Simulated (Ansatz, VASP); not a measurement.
BaTe: VASP beside Ansatz

INCAR

```
SYSTEM = BaTe
PREC     = Accurate       ! precision mode
ENCUT    = 520            ! plane-wave cutoff, eV
EDIFF    = 1E-7           ! SCF threshold, eV
ISMEAR   = -1             ! smearing method
SIGMA    = 0.05           ! smearing width, eV
LREAL    = .FALSE.        ! projectors in reciprocal space
LASPH    = .TRUE.         ! aspherical terms in the spheres
NELM     = 60             ! most SCF steps
ALGO     = Normal         ! electronic algorithm
ISIF     = 2              ! what is computed and relaxed
LWAVE    = .FALSE.        ! write WAVECAR
LCHARG   = .TRUE.         ! write CHGCAR
LELF     = .TRUE.         ! ELF
LVHAR    = .TRUE.       
NBANDS   = 15             ! bands
```

The input KPOINTS:

```
Automatic mesh
0
G
  7 7 7
  0 0 0
```

POSCAR

```
BaTe
1.0
    0.0000000000      3.4100000000      3.4100000000
    3.4100000000      0.0000000000      3.4100000000
    3.4100000000      3.4100000000      0.0000000000
Ba Te
1 1
Direct
    0.0000000000      0.0000000000      0.0000000000
    0.5000000000      0.5000000000      0.5000000000
```

File input.yaml:

```yaml
crystal:
  lattice:
    - [0.0, 3.41, 3.41]
    - [3.41, 0.0, 3.41]
    - [3.41, 3.41, 0.0]
  atoms:
    - { symbol: Ba, position: [0.0, 0.0, 0.0] }
    - { symbol: Te, position: [0.5, 0.5, 0.5] }
hamiltonian:
  xc: lda
  pseudopotentials: { kind: paw }
kpoints:
  mp_grid: { grid: [7, 7, 7] }
  band_path:
    path:
      - [[0.0, 0.0, 0.0], [0.5, 0.0, 0.5], [0.5, 0.25, 0.75], [0.375, 0.375, 0.75], [0.0, 0.0, 0.0], [0.5, 0.5, 0.5], [0.625, 0.25, 0.625], [0.5, 0.25, 0.75], [0.5, 0.5, 0.5], [0.375, 0.375, 0.75]]
      - [[0.625, 0.25, 0.625], [0.5, 0.0, 0.5]]
    npoints: 14
scf:
  occupations: { method: fermi_dirac, width: 0.05 }
  n_extra_bands: 6
output:
  forces: true
  stress: true
  eigenvalues: true
  fatbands: true
```

Alike in both runs: functional LDA; k mesh 7 × 7 × 7; occupations fermi-dirac, width 0.05 eV; no spin polarisation.

|  | VASP | Ansatz |
| --- | --- | --- |
| version | VASP 6.6.1 | Ansatz 0.2.0 |
| potentials or method | VASP PAW LDA potentials, release 64 (Ba_sv, Te) | Ansatz PAW |
| plane-wave cutoff (eV) | 520 | 420 |
| valence electrons in the cell | 16 | 26 |
| task | single point | band structure |

Ansatz gave:

* gap on the k mesh at the Fermi level (eV): 1.36
* least direct gap on the mesh (eV): 1.71
* pressure (GPa): 0.7

Question: Estimate VASP's values.

Answer: gap on the k mesh at the Fermi level (eV): 1.26; least direct gap on the mesh (eV): 1.64; pressure (GPa): 1.2.

The two sets of potentials don't hold the same shells in valence.

Caveats: spin-orbit coupling is left out, which moves the levels of the heavy elements; an odd mesh through Γ misses points on the zone boundary, where band edges often lie (VASP); the k mesh misses the band edges, so the gap on the mesh is wider than the one along the path (Ansatz); the PAW data sets come from PBE, with cores solved anew for the run's functional, which leaves a small shift of forces and pressure (Ansatz). As with any semilocal functional, this LDA gap is likely too small.
